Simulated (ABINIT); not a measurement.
Ag:

```xyz
1
Lattice="0.0000 2.0427 2.0427 2.0427 0.0000 2.0427 2.0427 2.0427 0.0000" Properties=species:S:1:pos:R:3 pbc="T T T"
Ag    0.0000    0.0000    0.0000
```

Base run:

- Program: ABINIT 10.8.3 (patched build)
- Functional: WC
- Potentials or basis: JTH PAW PBE v2.0
- Cutoff: 463 eV
- k mesh: 11 × 11 × 11
- Occupations: fermi-dirac, width 0.05 eV
- Spin: no spin polarisation

Its results: band gap on the k mesh none (metal or under the smearing width); pressure -2.3 GPa.

After a change of settings the same cell gave: band gap on the k mesh none (metal or under the smearing width); pressure 4.7 GPa. Which change was it?
A. functional from WC to BP86
B. functional from WC to RPBE; spin from no spin polarisation to spin-orbit coupling, no magnetisation
C. functional from WC to LDA-PZ; potentials or basis from JTH PAW PBE v2.0 to PseudoDojo NC SR LDA v0.4.1 standard; cutoff from 463 eV to 1170 eV; valence electrons from 11 to 19
D. functional from WC to revPBE; spin from no spin polarisation to spin-orbit coupling, no magnetisation

A.

Caveats: the PAW data sets were made with another functional, which shifts forces and pressure a little.

Runs at the PBE level aren't shown here.
